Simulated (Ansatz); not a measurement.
Method: Ansatz, DFT r2SCAN, scalar-relativistic, plane waves, PAW. Settings: cutoff 500 eV, Γ-centred meshes no coarser than 0.19 Å⁻¹ for metals and 0.3 Å⁻¹ for insulators (2π included), Gaussian smearing.

These are static lattice energies at zero pressure. Larger cells and other orderings weren't all tried, so the list isn't exhaustive. The k mesh leaves about 4 meV/atom of noise in metals. No run is spin-polarised.

Which is lower for Nb₃Sn, the Cu3Au (L1_2) or the BiF3 (D0_3) structure, and by how much?

The Cu3Au (L1_2) structure, by 94 meV/atom. It takes 18.7 Å³/atom against 18.7.

Which is lower for Nb₃Sn, the Cu3Au (L1_2) or the A15 structure, and by how much?

The A15 structure, by 93 meV/atom. It takes 18.7 Å³/atom against 18.7.

Which is lower for Nb₃Sn, the A15 or the BiF3 (D0_3) structure, and by how much?

The A15 structure, by 188 meV/atom. It takes 18.7 Å³/atom against 18.7.